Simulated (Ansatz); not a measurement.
CsPbI₃ (cubic perovskite)

```
CELL_PARAMETERS angstrom
      6.39047     0.00000     0.00000
      0.00000     6.39047     0.00000
      0.00000     0.00000     6.39047
ATOMIC_POSITIONS crystal
  Cs 0.00000 0.00000 0.00000
  Pb 0.50000 0.50000 0.50000
  I  0.00000 0.50000 0.50000
  I  0.50000 0.50000 0.00000
  I  0.50000 0.00000 0.50000
```

E(V) scan at fixed shape, V₀ the volume above. Symmetry pins the atoms to their sites.

Method: PBE (plane waves to 420 eV, PAW, scalar-relativistic; Ansatz, a quantum-chemistry and plane-wave program). k mesh 5×5×5 (Γ-centred), Fermi-Dirac smearing 0.05 eV. The energy includes the smearing's −TS. Compression counts positive. CsPbI3 was relaxed with its symmetry unable to fall. Spin-orbit coupling is left out, though I and Pb are heavy. This is a high-temperature form of CsPbI3. The zero of ΔE is the relaxed starting cell.

```json
[
 {"V (Å³/atom)": "46.976", "ΔE (meV/atom)": "29.2"},
 {"V (Å³/atom)": "47.846", "ΔE (meV/atom)": "19.6"},
 {"V (Å³/atom)": "48.715", "ΔE (meV/atom)": "12.1"},
 {"V (Å³/atom)": "49.585", "ΔE (meV/atom)": "6.6"},
 {"V (Å³/atom)": "50.455", "ΔE (meV/atom)": "2.8"},
 {"V (Å³/atom)": "51.325", "ΔE (meV/atom)": "0.7"},
 {"V (Å³/atom)": "52.195", "ΔE (meV/atom)": "0.0"},
 {"V (Å³/atom)": "53.065", "ΔE (meV/atom)": "0.6"},
 {"V (Å³/atom)": "53.935", "ΔE (meV/atom)": "2.5"},
 {"V (Å³/atom)": "54.805", "ΔE (meV/atom)": "5.4"},
 {"V (Å³/atom)": "55.675", "ΔE (meV/atom)": "withheld"},
 {"V (Å³/atom)": "56.544", "ΔE (meV/atom)": "14.3"},
 {"V (Å³/atom)": "57.415", "ΔE (meV/atom)": "19.9"}
]
```

**Question.** Fit a third-order Birch-Murnaghan form (E₀, V₀, B₀, B₀′ free) to the given rows and predict ΔE at V = 55.675.

**Answer.** Least squares on the 12 given rows: ΔE = E₀ + (9V₀B₀/16)·y²·[2 + (B₀′ − 4)y], y = (V₀/V)^(2/3) − 1, with V₀ = 52.196 Å³/atom, B₀ = 14.68 GPa (160.2 GPa = 1 eV/Å³; the term in eV is multiplied by 1000), B₀′ = 4.70, E₀ = -0.01 meV/atom; root-mean-square residual 0.03 meV/atom. At 55.675 the fit gives 9.4 meV/atom; the calculation gives 9.4 meV/atom, the same to the digits shown. For the pressure the fit gives -0.81 GPa against the computed -0.81 GPa.

(Under strain, the slope of the energy per volume gives the stress and its curvature an elastic modulus.)
